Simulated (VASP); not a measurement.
# Ca (Im-3m) in VASP: further runs, part 2 of 3

VASP 6.6.1. Earlier steps stand in the parts before.

### 3 Relaxation of cell and atoms, PBEsol, target pressure 5 GPa, at which the enthalpy is minimised

Input file INCAR:

```
PREC = Accurate
ENCUT = 600
EDIFF = 1E-7
ISMEAR = -1
SIGMA = 0.05
LREAL = F
LASPH = T
NELM = 80
ALGO = Normal
ISIF = 3
LWAVE = F
LCHARG = F
GGA = PS
IBRION = 2
NSW = 40
EDIFFG = -0.01
PSTRESS = 50
```

Input file KPOINTS:

```
Automatic mesh
0
Gamma
  8 8 8
```

Input file POSCAR:

```
Ca
1.0
   -2.2400000000      2.2400000000      2.2400000000
    2.2400000000     -2.2400000000      2.2400000000
    2.2400000000      2.2400000000     -2.2400000000
Ca
1
Direct
    0.0000000000      0.0000000000      0.0000000000
```

Potentials or basis: VASP PAW PBE potentials, release 64 (Ca_sv).

Started as:

```sh
$ cat potpaw_PBE.64/Ca_sv/POTCAR > POTCAR
$ mpirun -np 1 vasp_std > vasp.out
```

OUTCAR:

```text
PREC = Accurate
   ENCUT = 600
   EDIFF = 1E-7
   ISMEAR = -1
   LREAL = F
   LASPH = T
   NELM = 80
   ISIF = 3
   GGA = PS
   IBRION = 2
   NSW = 40
   EDIFFG = -0.01
   PSTRESS = 50

 ion  position               nearest neighbor table
   1  0.000  0.000  0.000-

  LATTYP: Found a body centered cubic cell.
 ALAT       =     4.4800000000

  Lattice vectors:

 A1 = (  -2.2400000000,   2.2400000000,   2.2400000000)
 A2 = (   2.2400000000,  -2.2400000000,   2.2400000000)
 A3 = (   2.2400000000,   2.2400000000,  -2.2400000000)

Analysis of symmetry for initial positions (statically):
=====================================================================
 Subroutine PRICEL returns:
 Original cell was already a primitive cell.

 Routine SETGRP: Setting up the symmetry group for a
 body centered cubic supercell.

 Subroutine GETGRP returns: Found 48 space group operations
 (whereof 48 operations were pure point group operations)
 out of a pool of 48 trial point group operations.

The static configuration has the point symmetry O_h .

Analysis of symmetry for dynamics (positions and initial velocities):
=====================================================================
 Subroutine PRICEL returns:
 Original cell was already a primitive cell.

 Routine SETGRP: Setting up the symmetry group for a
 body centered cubic supercell.

 Subroutine GETGRP returns: Found 48 space group operations
 (whereof 48 operations were pure point group operations)
 out of a pool of 48 trial point group operations.

The dynamic configuration has the point symmetry O_h .

 Subroutine INISYM returns: Found 48 space group operations
 (whereof 48 operations are pure point group operations),
 and found     1 'primitive' translations

----------------------------------------------------------------------------------------

                                     Primitive cell

  volume of cell :      44.9577

  direct lattice vectors                    reciprocal lattice vectors
    -2.240000000  2.240000000  2.240000000     0.000000000  0.223214286  0.223214286
     2.240000000 -2.240000000  2.240000000     0.223214286  0.000000000  0.223214286
     2.240000000  2.240000000 -2.240000000     0.223214286  0.223214286  0.000000000

  length of vectors
     3.879793809  3.879793809  3.879793809     0.315672670  0.315672670  0.315672670

  position of ions in fractional coordinates (direct lattice)
     0.000000000  0.000000000  0.000000000

  ion indices of the primitive-cell ions
   primitive index   ion index
                 1           1

----------------------------------------------------------------------------------------

 KPOINTS: Automatic mesh

Automatic generation of k-mesh.
 Grid dimensions read from file:
 generate k-points for:    8    8    8

 Generating k-lattice:

  Cartesian coordinates                     Fractional coordinates (reciprocal lattice)
     0.000000000  0.027901786  0.027901786     0.125000000  0.000000000  0.000000000
     0.027901786  0.000000000  0.027901786     0.000000000  0.125000000  0.000000000
     0.027901786  0.027901786  0.000000000     0.000000000  0.000000000  0.125000000

[... 42 lines left out ...]
   dimension x,y,z NGXF=    64 NGYF=   64 NGZF=   64
   ions per type =               1
   NGX,Y,Z   is equivalent  to a cutoff of  13.71, 13.71, 13.71 a.u.
   NGXF,Y,Z  is equivalent  to a cutoff of  27.42, 27.42, 27.42 a.u.
 SYSTEM =  unknown system
   PREC   = accura    normal or accurate (medium, high low for compatibility)
   ISTART =      0    job   : 0-new  1-cont  2-samecut
   ICHARG =      2    charge: 1-file 2-atom 10-const
   ISPIN  =      1    spin polarized calculation?
   LNONCOLLINEAR =      F non collinear calculations
   LSORBIT =      F    spin-orbit coupling
   LASPH  =      T    aspherical Exc in radial PAW
   ENCUT  =  600.0 eV  44.10 Ry    6.64 a.u.   7.75  7.75  7.75*2*pi/ulx,y,z
   NELM   =     80;   NELMIN=  2; NELMDL= -5     # of ELM steps
   EDIFF  = 0.1E-06   stopping-criterion for ELM
   LREAL  =      F    real-space projection
   EDIFFG = -.1E-01   stopping-criterion for IOM
   NSW    =     40    number of steps for IOM
   IBRION =      2    ionic relax: 0-MD 1-quasi-New 2-CG
   NFREE  =      1    steps in history (QN), initial steepest desc. (CG)
   ISIF   =      3    stress and relaxation
   ISYM   =      2    0-nonsym 1-usesym 2-fastsym
   POTIM  = 0.5000    time-step for ionic-motion
   TEBEG  =    0.0;   TEEND  =   0.0 temperature during run
   PSTRESS=   50.0 pullay stress
   NELECT =      10.0000    total number of electrons
   NUPDOWN=      -1.0000    fix difference up-down
   EMIN   =  10.00;   EMAX   =-10.00  energy-range for DOS
   EFERMI =   0.00;   METHOD = LEGACY
   ISMEAR =    -1;   SIGMA  =   0.05  broadening in eV -4-tet -1-fermi 0-gaus
   EFERMI_NEDOS =   21; number of points for ismear=-14 and -15
   IALGO  =     38    algorithm
   IMIX   =      4    mixing-type and parameters
     AMIX     =   0.40;   BMIX     =  1.00
     AMIX_MAG =   1.60;   BMIX_MAG =  1.00
  volume/ion in A,a.u.               =      44.96       303.39
  Fermi-wavevector in a.u.,A,eV,Ry     =   0.991913  1.874443 13.386649  0.983891
  Thomas-Fermi vector in A             =   2.123688
   LORBIT       =      0    0 simple, 1 ext, 2 COOP (PROOUT), +10 PAW based schemes
   GGA     = PS    functional components
   LHFCALC =     F    Hartree Fock is set to
   AEXX    =    0.0000 exact exchange contribution
   IVDW    =     0    specifies the selected vdW correction
   LEPSILON=     F    determine dielectric tensor
   LRPA    =     F    only Hartree local field effects (RPA)
 conjugate gradient relaxation of ions
 non-spin polarized calculation
  energy-cutoff  :      600.00
  volume of cell :       44.96
 maximum number of plane-waves:      1509
   NGX = 15   NGY = 15   NGZ = 15

--------------------------------------- Ionic step        1  -------------------------------------------

 number of electron      10.0000000 magnetization

 Free energy of the ion-electron system (eV)
  ---------------------------------------------------
  ext. energy  EPLUGINS =         0.00000000
  ---------------------------------------------------
  free energy    TOTEN  =        -2.10050256 eV

  energy without entropy =       -2.08741411  energy(sigma->0) =       -2.09395833

------------------------ aborting loop because EDIFF is reached ----------------------------------------

  FORCE on cell =-STRESS in cart. coord.  units (eV):
  Direction    XX          YY          ZZ          XY          YZ          ZX
  --------------------------------------------------------------------------------------
  -------------------------------------------------------------------------------------
  Total       -0.4258568     -0.4258568     -0.4258568      0.0000000     -0.0000000      0.0000000
  in kB      -15.1764480    -15.1764480    -15.1764480      0.0000000     -0.0000000      0.0000000
  external PRESSURE =     -65.1764480 kB  Pullay stress =      50.0000000 kB
[... 135 lines left out ...]
--------------------------------------- Ionic step        5  -------------------------------------------

 number of electron      10.0000000 magnetization

 Free energy of the ion-electron system (eV)
  ---------------------------------------------------
  ext. energy  EPLUGINS =         0.00000000
  ---------------------------------------------------
  free energy    TOTEN  =        -2.02182006 eV

  energy without entropy =       -2.01441856  energy(sigma->0) =       -2.01811931

 E-fermi :   2.9570     XC(G=0):  -8.6549

 val. band max:        2.8720596925   @ k =   0.5000   0.5000   0.3750
 cond. band min:       2.9941368743   @ k =   0.5000   0.5000   0.2500
 fundamental gap:      0.1220771818
 Fermi energy:         2.9570113838

 k-point     1 :       0.0000    0.0000    0.0000
  band No.  band energies     occupation
      1     -38.2586      2.00000
      2     -19.1852      2.00000
      3     -19.1852      2.00000
      4     -19.1852      2.00000
      5      -1.4761      2.00000
      6       5.6661      0.00000
      7       5.6661      0.00000
      8       5.6661      0.00000
      9       7.0457      0.00000
[... 265 lines left out ...]
 k-point    24 :      -0.3750    0.3750    0.2500
  band No.  band energies     occupation
      1     -38.1996      2.00000
      2     -19.4422      2.00000
      3     -19.3436      2.00000
      4     -19.3117      2.00000
      5       2.0088      2.00000
      6       3.6348      0.00000
      7       5.5450      0.00000
      8       5.8126      0.00000
      9       7.3323      0.00000

 [... further k-points ...]

------------------------ aborting loop because EDIFF is reached ----------------------------------------

  FORCE on cell =-STRESS in cart. coord.  units (eV):
  Direction    XX          YY          ZZ          XY          YZ          ZX
  --------------------------------------------------------------------------------------
  -------------------------------------------------------------------------------------
  Total        1.0226119      1.0226119      1.0226119      0.0000000      0.0000000     -0.0000000
  in kB       49.9928746     49.9928746     49.9928746      0.0000000      0.0000000     -0.0000000
  external PRESSURE =      -0.0071254 kB  Pullay stress =      50.0000000 kB
[... 20 lines left out ...]
  energy  without entropy=       -2.0144185639  energy(sigma->0) =       -2.01811931

  enthalpy is  TOTEN    =        -0.9990624086 eV   P V=        1.0227576542

 reached required accuracy - stopping structural energy minimisation
```

OSZICAR:

```text
N       E                     dE             d eps       ncg     rms          rms(c)
DAV:   1     0.637661997218E+02    0.63766E+02   -0.53928E+03   522   0.111E+03
DAV:   2    -0.777648941631E+00   -0.64544E+02   -0.64257E+02   534   0.231E+02
DAV:   3    -0.205419690402E+01   -0.12765E+01   -0.12687E+01   796   0.347E+01
[... 54 lines left out ...]
DAV:   5    -0.202182064264E+01   -0.18388E-04   -0.43820E-05   783   0.392E-02    0.465E-03
DAV:   6    -0.202181996286E+01    0.67978E-06   -0.13753E-06   789   0.843E-03    0.161E-03
DAV:   7    -0.202181968716E+01    0.27569E-06   -0.45138E-07   693   0.548E-03    0.189E-03
DAV:   8    -0.202182005809E+01   -0.37092E-06   -0.10371E-07   339   0.361E-03    0.291E-04
DAV:   9    -0.202182006278E+01   -0.46916E-08   -0.13049E-08   262   0.109E-03
   5 F= -.99906241E+00 E0= -.99536166E+00  d E =-.449253E-04
```

Run time: 24 s. Hardware: 1 thread of Intel Xeon 6975P-C (Granite Rapids), shared host; peak memory 0.17 GiB.

Results:

- Free energy: -2.0218 eV
- Relaxed volume: 32.77 Å³/atom
- Relaxed cell: a = 3.492 Å, b = 3.492 Å, c = 3.492 Å, α = 109.47°, β = 109.47°, γ = 109.47°
- Space group after relaxing (to 0.05 Å): Im-3m (No. 229)
- Energy change on relaxing (the enthalpy is what falls): +78.7 meV/atom
- Ionic steps: 5
- Pressure after relaxing: 5.0 GPa
- Band gap on the k mesh: none (metal or under the smearing width)

The path:
```tsv
step	energy change (eV)	largest force (eV/Å)	pressure (GPa)	volume (Å³)
1	0.0000	0.0000	-1.52	44.96
2	0.0431	0.0000	3.79	34.08
3	0.0757	0.0000	4.91	32.87
4	0.0825	0.0000	5.12	32.65
5	0.0787	0.0000	5.00	32.77
```

Final structure:
```xyz
1
Lattice="-2.0160 2.0160 2.0160 2.0160 -2.0160 2.0160 2.0160 2.0160 -2.0160" Properties=species:S:1:pos:R:3 pbc="T T T"
Ca    0.0000    4.0319    0.0000
```

Caveat: the cell is relaxed towards a set pressure, so the enthalpy falls and the energy may rise; the volume moved by over 15 % at a fixed basis, so the end points are rough; the PAW data sets were made with another functional, which shifts forces and pressure a little.

### 4 Relaxation of cell and atoms, PBEsol, target pressure 10 GPa, at which the enthalpy is minimised

Changes to INCAR since step 3:

```diff
@@ -16,2 +16,2 @@
 EDIFFG = -0.01
-PSTRESS = 50
+PSTRESS = 100
```

KPOINTS is that of step 3.

POSCAR is that of step 3.

Potentials or basis: VASP PAW PBE potentials, release 64 (Ca_sv).

Started as:

```sh
$ cat potpaw_PBE.64/Ca_sv/POTCAR > POTCAR
$ mpirun -np 1 vasp_std > vasp.out
```

OUTCAR:

```text
PREC = Accurate
   ENCUT = 600
   EDIFF = 1E-7
   ISMEAR = -1
   LREAL = F
   LASPH = T
   NELM = 80
   ISIF = 3
   GGA = PS
   IBRION = 2
   NSW = 40
   EDIFFG = -0.01
   PSTRESS = 100

 ion  position               nearest neighbor table
   1  0.000  0.000  0.000-

  LATTYP: Found a body centered cubic cell.
 ALAT       =     4.4800000000

  Lattice vectors:

 A1 = (  -2.2400000000,   2.2400000000,   2.2400000000)
 A2 = (   2.2400000000,  -2.2400000000,   2.2400000000)
 A3 = (   2.2400000000,   2.2400000000,  -2.2400000000)

Analysis of symmetry for initial positions (statically):
=====================================================================
 Subroutine PRICEL returns:
 Original cell was already a primitive cell.

 Routine SETGRP: Setting up the symmetry group for a
 body centered cubic supercell.

 Subroutine GETGRP returns: Found 48 space group operations
 (whereof 48 operations were pure point group operations)
 out of a pool of 48 trial point group operations.

The static configuration has the point symmetry O_h .

Analysis of symmetry for dynamics (positions and initial velocities):
[... 153 lines left out ...]
  ext. energy  EPLUGINS =         0.00000000
  ---------------------------------------------------
  free energy    TOTEN  =        -2.10050256 eV

  energy without entropy =       -2.08741411  energy(sigma->0) =       -2.09395833

 E-fermi :   1.6723     XC(G=0):  -7.6119

 val. band max:        1.6488938529   @ k =   0.5000   0.5000   0.2500
 cond. band min:       1.6848470870   @ k =   0.5000   0.5000   0.2500
 fundamental gap:      0.0359532341
 Fermi energy:         1.6722895584

 k-point     1 :       0.0000    0.0000    0.0000
  band No.  band energies     occupation
      1     -40.3393      2.00000
      2     -21.3364      2.00000
      3     -21.3364      2.00000
      4     -21.3364      2.00000
      5      -2.2649      2.00000
      6       3.8888      0.00000
      7       3.8888      0.00000
      8       3.8888      0.00000
      9       4.8896      0.00000
[... 384 lines left out ...]
  energy  without entropy=       -1.8158833601  energy(sigma->0) =       -1.82060567

  enthalpy is  TOTEN    =        -0.0424075408 eV   P V=        1.7829204336

[... ionic steps 4 to 16 ...]

--------------------------------------- Ionic step       17  -------------------------------------------

 number of electron      10.0000001 magnetization

------------------------ aborting loop because EDIFF is reached ----------------------------------------
[... 69 lines left out ...]
--------------------------------------- Ionic step       19  -------------------------------------------

 number of electron      10.0000001 magnetization

 Free energy of the ion-electron system (eV)
  ---------------------------------------------------
  ext. energy  EPLUGINS =         0.00000000
  ---------------------------------------------------
  free energy    TOTEN  =        -1.84087587 eV

  energy without entropy =       -1.83168460  energy(sigma->0) =       -1.83628024

 E-fermi :   3.5829     XC(G=0):  -9.1270

 val. band max:        3.5582273797   @ k =   0.2500   0.2500   0.1250
 cond. band min:       3.6298356730   @ k =  -0.3750   0.3750   0.3750
 fundamental gap:      0.0716082934
 Fermi energy:         3.5828644403

 k-point     1 :       0.0000    0.0000    0.0000
  band No.  band energies     occupation
      1     -37.3732      2.00000
      2     -18.2254      2.00000
      3     -18.2254      2.00000
      4     -18.2254      2.00000
      5      -1.0125      2.00000
      6       6.4622      0.00000
      7       6.4622      0.00000
      8       6.4622      0.00000
      9       8.0249      0.00000
[... 308 lines left out ...]
  energy  without entropy=       -1.8316845994  energy(sigma->0) =       -1.83628024

  enthalpy is  TOTEN    =        -0.0426339264 eV   P V=        1.7982419472

 reached required accuracy - stopping structural energy minimisation
```

OSZICAR:

```text
N       E                     dE             d eps       ncg     rms          rms(c)
DAV:   1     0.637661997218E+02    0.63766E+02   -0.53928E+03   522   0.111E+03
DAV:   2    -0.777648941631E+00   -0.64544E+02   -0.64257E+02   534   0.231E+02
DAV:   3    -0.205419690402E+01   -0.12765E+01   -0.12687E+01   796   0.347E+01
[... 115 lines left out ...]
DAV:   3    -0.184087360593E+01    0.51018E-05   -0.34555E-05   738   0.535E-02    0.460E-03
DAV:   4    -0.184087426201E+01   -0.65609E-06   -0.12151E-06   558   0.134E-02    0.272E-03
DAV:   5    -0.184087569820E+01   -0.14362E-05   -0.12604E-06   739   0.567E-03    0.105E-03
DAV:   6    -0.184087590095E+01   -0.20275E-06   -0.24087E-08   266   0.160E-03    0.553E-05
DAV:   7    -0.184087587357E+01    0.27381E-07   -0.40114E-09   261   0.712E-04
  19 F= -.42633926E-01 E0= -.38038289E-01  d E =-.129153E-04
```

CONTCAR:

```text
Ca
   1.00000000000000
    -1.9312251346097775    1.9312251346097775    1.9312251346097775
     1.9312251346097775   -1.9312251346097775    1.9312251346097775
     1.9312251346097775    1.9312251346097775   -1.9312251346097775
  Ca
     1
Direct
     0.0000000000000000    0.0000000000000000    0.0000000000000000

  0.00000000E+00  0.00000000E+00  0.00000000E+00
```

It took 41 s on 1 thread of Intel Xeon 6975P-C (Granite Rapids), shared host; peak memory 0.19 GiB.

Results:

| Item | Value |
| --- | --- |
| Free energy | -1.8409 eV |
| Relaxed volume | 28.81 Å³/atom |
| Relaxed cell | a = 3.345 Å, b = 3.345 Å, c = 3.345 Å, α = 109.47°, β = 109.47°, γ = 109.47° |
| Space group after relaxing (to 0.05 Å) | Im-3m (No. 229) |
| Energy change on relaxing (the enthalpy is what falls) | +259.6 meV/atom |
| Ionic steps | 19 |
| Pressure after relaxing | 10.0 GPa |
| Band gap on the k mesh | none (metal or under the smearing width) |

Step by step:
| step | energy change (eV) | largest force (eV/Å) | pressure (GPa) | volume (Å³) |
| --- | --- | --- | --- | --- |
| 1 | 0.0000 | 0.0000 | -1.52 | 44.96 |
| 2 | 0.3852 | 0.0000 | 12.80 | 27.04 |
| 3 | 0.2752 | 0.0000 | 10.33 | 28.57 |
| 4 | 0.2574 | 0.0000 | 9.91 | 28.85 |
| 5 | 0.2575 | 0.0000 | 9.91 | 28.85 |
| 6 | 0.2575 | 0.0000 | 9.91 | 28.84 |
| 7 | 0.2575 | 0.0000 | 9.91 | 28.84 |
| 8 | 0.2575 | 0.0000 | 9.91 | 28.84 |
| 9 | 0.2575 | 0.0000 | 9.91 | 28.84 |
| 10 | 0.2575 | 0.0000 | 9.91 | 28.84 |
| 11 | 0.2575 | 0.0000 | 9.91 | 28.84 |
| 12 | 0.2575 | 0.0000 | 9.91 | 28.84 |
| 13 | 0.2576 | 0.0000 | 9.91 | 28.84 |
| 14 | 0.2576 | 0.0000 | 9.91 | 28.84 |
| 15 | 0.2577 | 0.0000 | 9.92 | 28.84 |
| 16 | 0.2578 | 0.0000 | 9.92 | 28.84 |
| 17 | 0.2580 | 0.0000 | 9.92 | 28.84 |
| 18 | 0.2586 | 0.0000 | 9.94 | 28.83 |
| 19 | 0.2596 | 0.0000 | 9.97 | 28.81 |

Final structure:
```
CELL_PARAMETERS angstrom
-1.93123 1.93123 1.93123
1.93123 -1.93123 1.93123
1.93123 1.93123 -1.93123
ATOMIC_POSITIONS crystal
Ca 0.00000 0.00000 0.00000
```

Caveat: the cell is relaxed towards a set pressure, so the enthalpy falls and the energy may rise; the volume moved by over 15 % at a fixed basis, so the end points are rough; the PAW data sets were made with another functional, which shifts forces and pressure a little.

[end of part 2 of 3]
